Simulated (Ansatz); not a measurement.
# VN (rocksalt type): the cost of one run

Program: Ansatz 0.2.0. Level of theory: DFT, PBE, PAW with Ansatz's default frozen-core files, scalar-relativistic. These are calculated values, not measurements.

### Step 1. The system as given

Symmetry: Fm-3m, No. 225, cubic system. The conventional cell has a = 4.309 Å, b = 4.309 Å, c = 4.309 Å, α = 90.00°, β = 90.00°, γ = 90.00°. V (site symmetry m-3m) is surrounded by 6 N at 2.15 Å. N (site symmetry m-3m) has 6 V at 2.15 Å as nearest neighbours.

Structure file:

```cif
data_structure
_symmetry_space_group_name_H-M 'Fm-3m'
_symmetry_Int_Tables_number 225
_cell_length_a 4.3089
_cell_length_b 4.3089
_cell_length_c 4.3089
_cell_angle_alpha 90.000
_cell_angle_beta 90.000
_cell_angle_gamma 90.000
_cell_volume 80.00
loop_
_atom_site_label
_atom_site_type_symbol
_atom_site_symmetry_multiplicity
_atom_site_Wyckoff_symbol
_atom_site_fract_x
_atom_site_fract_y
_atom_site_fract_z
_atom_site_occupancy
V1 V 4 a 0.00000 0.00000 0.00000 1
N1 N 4 b 0.50000 0.00000 0.00000 1
```

The file gives the conventional cell by its symmetry; the runs use the cell typed in the input.

Atoms are numbered in the order of the input: V1, N2.

### Step 2. Cell relaxed at zero pressure, PAW

Input file input.yaml:

```yaml
crystal:
  lattice:
    - [0.0, 2.15443469, 2.15443469]
    - [2.15443469, 0.0, 2.15443469]
    - [2.15443469, 2.15443469, 0.0]
  atoms:
    - { symbol: V, position: [0.0, 0.0, 0.0] }
    - { symbol: "N", position: [0.5, 0.5, 0.5] }
kpoints:
  mp_grid: { grid: [16, 16, 16] }
scf:
  occupations: { method: fermi_dirac, width: 0.08 }
hamiltonian:
  xc: pbe
  pseudopotentials: { kind: paw }
output:
  forces: true
  stress: true
relax:
  f_tol: 0.005
  max_steps: 40
  cell: {}
```

On the command line:

```sh
$ ansatz run input.yaml --threads 1 --pin off --max-ram 3584MiB --backend cpu --events-out ev --progress --plain --runs-dir out
```

What time and memory should one allow on 1 thread of Intel Xeon Platinum 8488C (Sapphire Rapids), shared host?

About 13 s, with a peak of 0.42 GiB.
